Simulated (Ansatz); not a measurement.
# ZnAu: properties at the relaxed cell

An exercise on one series of results from a longer session: the logs are not shown, and one member is left open.

Method: DFT PBEsol, scalar-relativistic, plane waves, PAW, in Ansatz 0.2.0.

1 further run of the same task is left out (set aside as unsound or not needed).

## The structure to begin with

Symmetry: Pm-3m, No. 221, cubic system. The conventional cell has a = 3.128 Å, b = 3.128 Å, c = 3.128 Å, α = 90.00°, β = 90.00°, γ = 90.00°. Zn (site symmetry m-3m) has 8 Au at 2.71 Å as nearest neighbours. Au (site symmetry m-3m) has 8 Zn at 2.71 Å as nearest neighbours.

Coordinates:

```xyz
2
Lattice="3.1282 0.0000 0.0000 0.0000 3.1282 0.0000 0.0000 0.0000 3.1282" Properties=species:S:1:pos:R:3 pbc="T T T"
Zn    1.5641    1.5641    1.5641
Au    0.0000    0.0000    0.0000
```

It is the result of an earlier relaxation at this level (volume 15.31 Å³/atom; gap on the mesh: none (metal)).

Set-up of the first run:

Input file input.yaml:

```yaml
crystal:
  lattice:
    - [3.1281886277, 0.0, 0.0]
    - [0.0, 3.1281886277, 0.0]
    - [0.0, 0.0, 3.1281886277]
  atoms:
    - { symbol: Zn, position: [0.5, 0.5, 0.5] }
    - { symbol: Au, position: [0.0, 0.0, 0.0] }
basis:
  ecutwfc: 420
kpoints:
  mp_grid: { grid: [14, 14, 14] }
  band_path:
    path:
      - [[0.0, 0.0, 0.0], [0.0, 0.5, 0.0], [0.5, 0.5, 0.0], [0.0, 0.0, 0.0], [0.5, 0.5, 0.5], [0.0, 0.5, 0.0]]
      - [[0.5, 0.5, 0.5], [0.5, 0.5, 0.0]]
    npoints: 14
hamiltonian:
  xc: pbesol
scf:
  occupations: { method: gaussian, width: 0.1 }
  n_extra_bands: 6
output:
  forces: true
  stress: true
  eigenvalues: true
  populations: true
  dos: { projected: true, de: 0.02, nscf_kmesh: { grid: [21, 21, 21] } }
  bader: true
  write_density: true
  write_potential: true
  elf: true
  volumetric_format: npy
```

The run is started by

```
$ ansatz run input.yaml --threads 1 --pin off --max-ram 2560MiB --backend cpu --events-out ev --progress --plain --runs-dir out
```

Among the steps run: Bands, states and charges; Volume × 0.97; The cell scaled to 1.03 of its volume; Point at V/V0 = 0.94; Volume × 1.06.

One table of the session follows, with a row left open; its other results are not shown here.

It belongs to the step «Equation of state». 

| volume (Å³/atom) | energy above the lowest point (meV/atom) | pressure (GPa) |
| --- | --- | --- |
| 14.387 | 27.9 | 10.43 |
| 14.846 | ? | ? |
| 15.306 | 0.0 | 0.00 |
| 15.765 | 5.7 | -3.87 |
| 16.224 | 21.5 | -7.06 |

Estimate the missing values for volume (Å³/atom) = 14.846.

Worked estimate for «energy above the lowest point (meV/atom)». A straight line through the neighbours (14.387, 27.9) and (15.306, 0.0) gives 27.9 + (0.0 − 27.9) × (14.846 − 14.387) / (15.306 − 14.387) = 14.0; a parabola fitted to 3 rows on both sides gives 7.4.

As computed: energy above the lowest point (meV/atom): 6.5; pressure (GPa): 4.71. In «energy above the lowest point (meV/atom)» the line misses by +7.5 and the parabola by +0.9.
